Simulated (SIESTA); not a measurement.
# Bi2Se3 (Paraguanajuatite) under changes of volume

One of the cells (28.946 Å³/atom); the others are scaled copies at fixed shape and fractional positions:

```xyz
5
Lattice="2.0852 1.2039 9.6085 -2.0852 1.2039 9.6085 0.0000 -2.4078 9.6085" Properties=species:S:1:pos:R:3 pbc="T T T"
Bi    0.0000    0.0000   17.2723
Bi    0.0000    0.0000   11.5533
Se    0.0000    0.0000   22.7233
Se    0.0000    0.0000    6.1024
Se    0.0000    0.0000    0.0000
```

```yaml
Program: SIESTA 5.4.2
Functional: PBEsol
Potentials_or_basis: PseudoDojo 0.4 standard (PBEsol files)
Basis: DZP (energy shift 0.003 Ry; two zetas on semicore shells)
Grid_cutoff: 500 Ry
Energy_shift: 0.003 Ry
k_mesh: 8 × 8 × 8
Occupations: fermi-dirac, width 0.05 eV
Spin: no spin polarisation
```

```csv
volume (Å³/atom),energy over the lowest point (meV/atom),pressure (GPa),gap on the mesh (eV),largest force (eV/Å)
26.675,?,?,?,?
27.243,21.85,4.4,0.13,0.747
27.810,9.09,2.8,0.15,0.558
28.946,0.00,0.2,0.18,0.367
29.513,1.45,-1.0,0.19,0.312
30.081,6.70,-2.0,0.20,0.256
```

Task: What does the run at 26.675 Å³/atom give?

Result: Energy over the lowest point 40.42 meV/atom; pressure 6.1 GPa; gap on the mesh 0.11 eV; largest force 0.949 eV/Å.

Worked out: A Birch-Murnaghan fit of order 3 (a polynomial in V^(-2/3)) to the other rows has its minimum at 28.97 Å³/atom with B0 = V·E''(V) = 57 GPa (rough, since the energies scatter) at fixed shape and positions, which overstates the stiffness. It gives 41.23 meV/atom at 26.675 Å³/atom, against the run's 40.42, and -dE/dV = 6.5 GPa, against 6.1. A straight line through the other rows of the gap, of slope 0.704 eV per unit of ln V (its deformation potential), extrapolates to 0.12 eV, against the run's 0.11.

Energies are extrapolated to zero smearing.

Caveats: spin-orbit coupling is left out, which as a rule narrows the gap of such compounds by several tenths of an eV; the basis of atomic orbitals isn't converged, which shifts pressures, moduli and gaps.

A mesh can miss the band edges.
